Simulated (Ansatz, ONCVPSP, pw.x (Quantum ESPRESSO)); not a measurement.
## H (Z = 1): does the ONCV potential hold in the solid?

ONCVPSP 4.0.1 input, shortened (lines: element, Z, core and valence counts, functional; n l f; lmax; l rc ep ncon nbas qcut; lloc lpopt rc5 dvloc0; l nproj debl; icmod fcfact rcfact), PBE, scalar-relativistic:

```
  H 1.00    0    1        4      upf
    1    0    0.50
    1
    0    1.20    0.00    3    7    5.50
    1    1.25    0.08    5    8    7.70
    4    4    0.80   -1.00
    0    1    3.70
    1    1    3.00
    0    0.00    0.00
```

Atomic tests: cutoffs needed: 13 Ha and 31 Ha (the cutoffs (Ha) at which the residual kinetic energy of the hardest occupied pseudo-wave falls to 1 and 0.1 mHa per electron); ghost test: no bound ghost flagged; no localised positive-energy state flagged.

Crystal test: fcc H in pw.x 7.5, no spin, 18³ k-points, Fermi–Dirac smearing 0.01 Ry, cutoffs 75/300 Ry. The reference is all-electron LAPW (Ansatz 0.2.0) with the same functional, mesh and smearing; V0 and B0 come from Birch–Murnaghan fits to the pressures at five volumes. Errors are pseudo minus all-electron; Δ is the rms difference of the E(V) curves that follow from these fits, minima aligned, over ±6 % about the mean V0. Mesh and smearing are coarse, so the numbers serve the comparison and aren't converged zero-temperature values; the lattice is a test structure that the element need not adopt.

| V (Å³/atom) | P all-electron (GPa) | P pseudo (GPa) |
| --- | --- | --- |
| 2.826 | 5.78 | 5.10 |
| 2.901 | 2.63 | 2.01 |
| 2.975 | -0.20 | -0.77 |
| 3.049 | -2.74 | -3.26 |
| 3.124 | -5.03 | -5.51 |

All-electron: a0 = 2.282 Å (V0 = 2.97 Å³/atom), B0 = 107.9 GPa.

Pseudopotential: mean pressure error (GPa): -0.57; a0 (Å): 2.278; a0 error (%): -0.18; B0 error (%): -0.1; Δ (meV/atom): 0.4.

**Question.** At the middle volume, how do free energy and pressure move when the wave cutoff is lowered (ecutrho kept at four times it)?

**Answer.**

```
cutoff (Ry)  shift of F (meV/atom)  shift of P (GPa)
         34                   +2.2             -0.20
         45                   +1.6             -0.01
         60                   +0.4             -0.14
```

Input at the middle volume:

```
&control
  calculation='scf', prefix='x', pseudo_dir='./', outdir='./tmp', tstress=.true., disk_io='none'
/
&system
  ibrav=0, nat=1, ntyp=1, ecutwfc=75, ecutrho=300, nbnd=7,
  occupations='smearing', smearing='fd', degauss=0.01
/
&electrons
  conv_thr=1e-09, mixing_beta=0.4, electron_maxstep=70
/
ATOMIC_SPECIES
H 1.0 H.UPF
CELL_PARAMETERS angstrom
  0.00000000 1.14152561 1.14152561
  1.14152561 0.00000000 1.14152561
  1.14152561 1.14152561 0.00000000
ATOMIC_POSITIONS crystal
H 0.0000 0.0000 0.0000
K_POINTS automatic
18 18 18 0 0 0
```

```bash
pw.x < H.scf.in > H.scf.out
```

Lines of the output:

```
Message from routine setup:
     using ibrav=0 with symmetry is DISCOURAGED, use correct ibrav instead
     lattice parameter (alat)  =       3.0507  a.u.
     unit-cell volume          =      20.0763 (a.u.)^3
     number of electrons       =         1.00
     number of Kohn-Sham states=            7
     kinetic-energy cutoff     =      75.0000  Ry
     charge density cutoff     =     300.0000  Ry
     scf convergence threshold =      1.0E-09
     Exchange-correlation= PBE
     number of k points=   195  Fermi-Dirac smearing, width (Ry)=  0.0100
     iteration #  1     ecut=    75.00 Ry     beta= 0.40
     total energy              =      -1.07549023 Ry
     estimated scf accuracy    <       0.00121951 Ry
     iteration #  2     ecut=    75.00 Ry     beta= 0.40
     total energy              =      -1.07566349 Ry
     estimated scf accuracy    <       0.00046732 Ry
     iteration #  3     ecut=    75.00 Ry     beta= 0.40
     total energy              =      -1.07567370 Ry
     estimated scf accuracy    <          5.6E-09 Ry
     iteration #  4     ecut=    75.00 Ry     beta= 0.40
     the Fermi energy is     3.7716 ev
!    total energy              =      -1.07567371 Ry
     estimated scf accuracy    <          9.9E-10 Ry
     smearing contrib. (-TS)   =      -0.00045552 Ry
     The total energy is F=E-TS. E is the sum of the following terms:
     one-electron contribution =       0.63473737 Ry
     hartree contribution      =       0.01731852 Ry
     xc contribution           =      -0.66457145 Ry
     ewald contribution        =      -1.06270263 Ry
     convergence has been achieved in   4 iterations
          total   stress  (Ry/bohr**3)                   (kbar)     P=       -7.70
     Message from routine punch:
     Nothing written, as per user request (disk_io='none')
```

The 8 pw.x runs together took about 15 s on one core of a shared server CPU.
